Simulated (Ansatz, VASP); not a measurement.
**H4C: VASP beside Ansatz**

```
C H
1.0
     7.95811    0.00000    0.00000
     0.00000    7.95811    0.00000
     0.00000    0.00000    7.95811
C H
8 32
Direct
  0.24519 0.70464 0.21736
  0.36544 0.02382 0.90569
  0.95937 0.48787 0.91478
  0.62135 0.97296 0.48091
  0.38917 0.43518 0.71965
  0.60611 0.42111 0.37356
  0.88052 0.90404 0.98963
  0.01052 0.20280 0.51771
  0.20462 0.59902 0.29689
  0.20321 0.82366 0.27310
  0.18952 0.69110 0.09238
  0.38247 0.70431 0.20571
  0.44974 0.11058 0.97288
  0.29485 0.94771 0.99667
  0.44080 0.94078 0.82507
  0.27762 0.09619 0.82744
  0.97126 0.52339 0.04767
  0.87560 0.37977 0.90281
  0.08445 0.45734 0.86456
  0.90772 0.59404 0.84487
  0.62502 0.07372 0.38715
  0.73049 0.98571 0.56394
  0.62556 0.85116 0.41712
  0.50553 0.98483 0.55626
  0.35733 0.39301 0.84707
  0.38903 0.32674 0.63387
  0.51494 0.49138 0.71959
  0.29760 0.52883 0.67435
  0.54636 0.53362 0.42399
  0.52190 0.36234 0.27987
  0.62712 0.33233 0.47753
  0.72679 0.45356 0.31538
  0.75934 0.84448 0.95960
  0.86791 0.04110 0.98893
  0.97468 0.86617 0.89626
  0.92237 0.86082 0.11387
  0.10610 0.28815 0.56915
  0.97145 0.11406 0.61600
  0.06152 0.13278 0.41006
  0.90043 0.27488 0.47669
```

Alike in both runs: functional PBEsol; k mesh 1 × 1 × 1; occupations fermi-dirac, width 0.05 eV; no spin polarisation.

Ansatz relaxed the structure, and its values are those at the end. VASP's run is a single point on that final structure, the one shown.

|  | VASP | Ansatz |
| --- | --- | --- |
| version | VASP 6.6.1 | Ansatz 0.2.0 |
| potentials or method | VASP PAW PBE potentials, release 64 (C, H) | scalar-relativistic, plane waves, PAW |
| plane-wave cutoff (eV) | 520 | 420 |
| valence electrons in the cell | 64 | 64 |

VASP gave:

- rms of the force components (eV/Å): 0.070

Question: Estimate Ansatz's values.

Answer: rms of the force components (eV/Å): 0.073.

Caveats: the PAW data sets were made with another functional, which shifts forces and pressure a little (VASP).
